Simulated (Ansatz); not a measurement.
ZrN:

```
CELL_PARAMETERS angstrom
0.00000 2.30000 2.30000
2.30000 0.00000 2.30000
2.30000 2.30000 0.00000
ATOMIC_POSITIONS crystal
Zr 0.50000 0.50000 0.50000
N 0.00000 0.00000 0.00000
```

Base run:

| Quantity | Value |
| --- | --- |
| Program | Ansatz 0.2.0 |
| Functional | PBEsol |
| Potentials or basis | all-electron LAPW, relativistic spinors |
| Cutoff | 284 eV (chosen from the basis error) |
| Basis error allowed | 0.001 eV/atom |
| k mesh | 7 × 7 × 7 |
| Occupations | fermi-dirac, width 0.05 eV |
| Spin | spin-orbit coupling, no magnetisation |

Its results: pressure -7.6 GPa.

Problem. The run is repeated on the same cell with these changes: functional from PBEsol to PBE. What comes out?

Solution. Pressure -0.6 GPa.

PBE binds less tightly than PBEsol, so the same cell stands under more pressure.

Caveats: the k mesh is thin for a metal, which can move the energy by tens of meV per atom.
